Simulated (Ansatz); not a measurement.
## Relaxing Al25N24

Level of theory: DFT PBE, scalar-relativistic, plane waves, PAW in Ansatz. Settings: 420 eV cutoff, 2×2×2 k-mesh, shifted by half a step, Gaussian smearing of 0.01 eV, collinear spin.

What was changed: Al interstitial, charge +2, atoms relaxed at the host's cell.

In a supercell of 49 atoms the defect feels its periodic images.

Command:

```bash
ansatz run input.yaml --threads 4 --pin off --max-ram 6144MiB --backend cpu --events-out ev --progress --plain --runs-dir out
```

Input:

```yaml
crystal:
  lattice:
    - [3.1302084199, -5.4216800216, 5.0180433219]
    - [3.1302084199, 5.4216800216, 5.0180433219]
    - [-6.2604168399, 0.0, 5.0180433219]
  atoms:
    - { symbol: Al, position: [0.6644272145, 0.3334779632, 0.5018320391] }
    - { symbol: Al, position: [0.9940724687, 0.6572035535, 0.8218266549] }
    - { symbol: Al, position: [0.3334779632, 0.5018320391, 0.6644272145] }
    - { symbol: Al, position: [0.8354886731, 0.4980409899, 0.1659608137] }
    - { symbol: Al, position: [0.1809896514, 0.3643575443, 0.9969139784], spin: 0.1 }
    - { symbol: Al, position: [0.5018320391, 0.6644272145, 0.3334779632] }
    - { symbol: Al, position: [0.8218266549, 0.9940724687, 0.6572035535] }
    - { symbol: Al, position: [0.1659608137, 0.8354886731, 0.4980409899] }
    - { symbol: Al, position: [0.4980409899, 0.1659608137, 0.8354886731] }
    - { symbol: Al, position: [0.6572035535, 0.8218266549, 0.9940724687] }
    - { symbol: Al, position: [0.9969139784, 0.1809896514, 0.3643575443], spin: 0.1 }
    - { symbol: Al, position: [0.3643575443, 0.9969139784, 0.1809896514], spin: 0.1 }
    - { symbol: Al, position: [0.6661411284, 0.4942748941, 0.8311267054] }
    - { symbol: Al, position: [0.9827289398, 0.8241863688, 0.1402649918], spin: 0.1 }
    - { symbol: Al, position: [0.3346107224, 0.6675971704, 0.9977418315] }
    - { symbol: Al, position: [0.8311267054, 0.6661411284, 0.4942748941] }
    - { symbol: Al, position: [0.1687538308, 0.5070975784, 0.3334443656] }
    - { symbol: Al, position: [0.4942748941, 0.8311267054, 0.6661411284] }
    - { symbol: Al, position: [0.8241863688, 0.1402649918, 0.9827289398], spin: 0.1 }
    - { symbol: Al, position: [0.1402649918, 0.9827289398, 0.8241863688], spin: 0.1 }
    - { symbol: Al, position: [0.5070975784, 0.3334443656, 0.1687538308] }
    - { symbol: Al, position: [0.6675971704, 0.9977418315, 0.3346107224] }
    - { symbol: Al, position: [0.9977418315, 0.3346107224, 0.6675971704] }
    - { symbol: Al, position: [0.3334443656, 0.1687538308, 0.5070975784] }
    - { symbol: "N", position: [0.7941785111, 0.4620063415, 0.6247446359] }
    - { symbol: "N", position: [0.1265835981, 0.7686852831, 0.9474953608] }
    - { symbol: "N", position: [0.4620063415, 0.6247446359, 0.7941785111] }
    - { symbol: "N", position: [0.9616277453, 0.6301368824, 0.289429449] }
    - { symbol: "N", position: [0.3049077707, 0.4674071454, 0.1331288115] }
    - { symbol: "N", position: [0.6247446359, 0.7941785111, 0.4620063415] }
    - { symbol: "N", position: [0.9474953608, 0.1265835981, 0.7686852831] }
    - { symbol: "N", position: [0.289429449, 0.9616277453, 0.6301368824] }
    - { symbol: "N", position: [0.6301368824, 0.289429449, 0.9616277453] }
    - { symbol: "N", position: [0.7686852831, 0.9474953608, 0.1265835981] }
    - { symbol: "N", position: [0.1331288115, 0.3049077707, 0.4674071454] }
    - { symbol: "N", position: [0.4674071454, 0.1331288115, 0.3049077707] }
    - { symbol: "N", position: [0.4606284778, 0.2951925115, 0.6321905202] }
    - { symbol: "N", position: [0.7932889601, 0.6205498637, 0.9583413594] }
    - { symbol: "N", position: [0.1278038428, 0.4568494113, 0.7890533828] }
    - { symbol: "N", position: [0.6321905202, 0.4606284778, 0.2951925115] }
    - { symbol: "N", position: [0.9773967485, 0.2970598477, 0.136295331], spin: 0.1 }
    - { symbol: "N", position: [0.2951925115, 0.6321905202, 0.4606284778] }
    - { symbol: "N", position: [0.6205498637, 0.9583413594, 0.7932889601] }
    - { symbol: "N", position: [0.9583413594, 0.7932889601, 0.6205498637] }
    - { symbol: "N", position: [0.2970598477, 0.136295331, 0.9773967485], spin: 0.1 }
    - { symbol: "N", position: [0.4568494113, 0.7890533828, 0.1278038428] }
    - { symbol: "N", position: [0.7890533828, 0.1278038428, 0.4568494113] }
    - { symbol: "N", position: [0.136295331, 0.9773967485, 0.2970598477], spin: 0.1 }
    - { symbol: Al, position: [0.0919025802, 0.0919025802, 0.0919025802], spin: 0.1 }
  host:
    lattice:
      - [3.1302084199, 0.0, 0.0]
      - [-1.56510421, 2.7108400108, 0.0]
      - [0.0, 0.0, 5.0180433219]
    atoms:
      - { symbol: Al, position: [0.6666666667, 0.3333333333, 0.4992342259] }
      - { symbol: Al, position: [0.3333333333, 0.6666666667, 0.9992342259] }
      - { symbol: "N", position: [0.6666666667, 0.3333333333, 0.8807657741] }
      - { symbol: "N", position: [0.3333333333, 0.6666666667, 0.3807657741] }
total_charge: 2
basis:
  ecutwfc: 420
  xc_grid: 2
kpoints:
  mp_grid: { grid: [2, 2, 2], shift: [0.5, 0.5, 0.5] }
hamiltonian:
  xc: pbe
scf:
  occupations: { method: gaussian, width: 0.01 }
output:
  forces: true
  stress: false
  eigenvalues: true
  populations: true
  charged_corrections:
    defect_position: [0.06944444, 0.06944444, 0.06944444]
    epsilon: [[8.2944, 0.0, 0.0], [0.0, 8.2944, 0.0], [0.0, 0.0, 9.8365]]
magnetization:
  spin_polarized: true
relax:
  adjacent_minimum: "off"
  f_tol: 0.025
  max_steps: 45
```

F is the free energy.

Steps:

| step | F − F(1) (eV) | largest force component (eV/Å) |
| --- | --- | --- |
| 1 | 0.0000 | 2.069 |
| 2 | -0.7130 | 0.644 |
| 3 | -0.8336 | 0.425 |
| 4 | -0.8181 | 0.837 |
| 5 | -0.8528 | 0.241 |
| 6 | -0.8555 | 0.035 |
| 7 | -0.8560 | 0.006 |

Relaxed structure:

```yaml
crystal:
  lattice:
    - [3.13021, -5.42168, 5.01804]
    - [3.13021, 5.42168, 5.01804]
    - [-6.26042, 0.00000, 5.01804]
  atoms:
    - { symbol: Al, position: [0.66443, 0.33467, 0.50398] }
    - { symbol: Al, position: [0.99686, 0.66321, 0.82586] }
    - { symbol: Al, position: [0.33467, 0.50398, 0.66443] }
    - { symbol: Al, position: [0.83244, 0.49425, 0.16706] }
    - { symbol: Al, position: [0.17713, 0.36097, 0.99454] }
    - { symbol: Al, position: [0.50398, 0.66443, 0.33467] }
    - { symbol: Al, position: [0.82586, 0.99686, 0.66321] }
    - { symbol: Al, position: [0.16706, 0.83244, 0.49425] }
    - { symbol: Al, position: [0.49425, 0.16706, 0.83244] }
    - { symbol: Al, position: [0.66321, 0.82586, 0.99686] }
    - { symbol: Al, position: [0.99454, 0.17713, 0.36097] }
    - { symbol: Al, position: [0.36097, 0.99454, 0.17713] }
    - { symbol: Al, position: [0.66495, 0.49948, 0.83233] }
    - { symbol: Al, position: [0.98441, 0.81172, 0.15437] }
    - { symbol: Al, position: [0.33595, 0.66906, 0.99895] }
    - { symbol: Al, position: [0.83233, 0.66495, 0.49948] }
    - { symbol: Al, position: [0.16987, 0.50223, 0.33562] }
    - { symbol: Al, position: [0.49948, 0.83233, 0.66495] }
    - { symbol: Al, position: [0.81172, 0.15437, 0.98441] }
    - { symbol: Al, position: [0.15437, 0.98441, 0.81172] }
    - { symbol: Al, position: [0.50223, 0.33562, 0.16987] }
    - { symbol: Al, position: [0.66906, 0.99895, 0.33595] }
    - { symbol: Al, position: [0.99895, 0.33595, 0.66906] }
    - { symbol: Al, position: [0.33562, 0.16987, 0.50223] }
    - { symbol: N, position: [0.79398, 0.46126, 0.62869] }
    - { symbol: N, position: [0.12728, 0.78340, 0.95413] }
    - { symbol: N, position: [0.46126, 0.62869, 0.79398] }
    - { symbol: N, position: [0.96034, 0.61953, 0.29492] }
    - { symbol: N, position: [0.29907, 0.46630, 0.13107] }
    - { symbol: N, position: [0.62869, 0.79398, 0.46126] }
    - { symbol: N, position: [0.95413, 0.12728, 0.78340] }
    - { symbol: N, position: [0.29492, 0.96034, 0.61953] }
    - { symbol: N, position: [0.61953, 0.29492, 0.96034] }
    - { symbol: N, position: [0.78340, 0.95413, 0.12728] }
    - { symbol: N, position: [0.13107, 0.29907, 0.46630] }
    - { symbol: N, position: [0.46630, 0.13107, 0.29907] }
    - { symbol: N, position: [0.45863, 0.29589, 0.63018] }
    - { symbol: N, position: [0.79612, 0.62269, 0.96132] }
    - { symbol: N, position: [0.12833, 0.46246, 0.78930] }
    - { symbol: N, position: [0.63018, 0.45863, 0.29589] }
    - { symbol: N, position: [0.96906, 0.28765, 0.12872] }
    - { symbol: N, position: [0.29589, 0.63018, 0.45863] }
    - { symbol: N, position: [0.62269, 0.96132, 0.79612] }
    - { symbol: N, position: [0.96132, 0.79612, 0.62269] }
    - { symbol: N, position: [0.28765, 0.12872, 0.96906] }
    - { symbol: N, position: [0.46246, 0.78930, 0.12833] }
    - { symbol: N, position: [0.78930, 0.12833, 0.46246] }
    - { symbol: N, position: [0.12872, 0.96906, 0.28765] }
    - { symbol: Al, position: [0.08477, 0.08477, 0.08477] }
```

The run converged. It took 92 s on 4 threads of Arm Neoverse V2, with other jobs on the host, peak memory 1.6 GiB.